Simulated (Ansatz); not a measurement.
Wires are cut from relaxed bulk Ba (Im-3m, 62.99 Å³/atom, gap on the mesh 0.00 eV); atoms and period are relaxed, and energies count from that bulk.

All numbers below come from DFT PBE, scalar-relativistic, plane waves, PAW in Ansatz 0.2.0.

Cutoff 420 eV, Gaussian smearing of 0.05 eV, energies at zero smearing, symmetry of each start kept, no spin polarisation.

```json
{"start": "[111] wire, 9 host atoms a period", "atoms": "9", "k mesh": "1×1×8", "excess energy (eV per host atom)": "0.420", "line energy (eV/Å)": "0.848", "period (Å)": "4.459", "gap on the mesh (eV)": "0"}
{"start": "[111] wire, 10 host atoms a period", "atoms": "10", "k mesh": "1×1×8", "excess energy (eV per host atom)": "0.393", "line energy (eV/Å)": "0.892", "period (Å)": "4.402", "gap on the mesh (eV)": "0"}
```

Spin-orbit coupling is left out, which matters for the bands of heavy elements.

Each run keeps its start's symmetry and one magnetic start, so lower states can exist.

Cost: 2 runs of about 24 core-minutes in all, on Arm Neoverse V2 (shared hosts).